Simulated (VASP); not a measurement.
The system is TiO2 (Rutile).

```xyz
6
Lattice="4.5922 0.0000 0.0000 0.0000 4.5922 0.0000 0.0000 0.0000 2.9574" Properties=species:S:1:pos:R:3 pbc="T T T"
Ti    0.0000    0.0000    0.0000
Ti    2.2961    2.2961    1.4787
O     1.4004    1.4004    0.0000
O     0.8957    3.6965    1.4787
O     3.1918    3.1918    0.0000
O     3.6965    0.8957    1.4787
```

Base run:

| Property | Result |
| --- | --- |
| Program | VASP 6.6.1 |
| Functional | PBEsol |
| Potentials or basis | VASP PAW PBE potentials, release 64 (Ti_sv, O) |
| Cutoff | 520 eV |
| k mesh | 5 × 5 × 8 |
| Occupations | fermi-dirac, width 0.02 eV |
| Spin | no spin polarisation |

Its results: band gap on the k mesh 1.84 eV, direct; pressure -1.0 GPa; largest force 0.056 eV/Å.

Problem. After a change of settings the same cell gave: band gap on the k mesh 2.24 eV, direct; pressure 1.5 GPa; largest force 0.085 eV/Å. Which change was it?
A. functional from PBEsol to LDA; potentials or basis from VASP PAW PBE potentials, release 64 (Ti_sv, O) to VASP PAW LDA potentials, release 64 (Ti_sv, O)
B. functional from PBEsol to r2SCAN
C. functional from PBEsol to PBE
D. functional from PBEsol to HSE06; k mesh from 5 × 5 × 8 to 4 × 4 × 6

Solution. B.

r2SCAN gives the wider gap, since meta-GGAs in the generalised Kohn-Sham scheme recover part of the derivative discontinuity.

Caveats: the PAW data sets were made with another functional, which shifts forces and pressure a little; an odd mesh through Γ misses points on the zone boundary, where band edges often lie.

Not every run made on this cell is shown here.
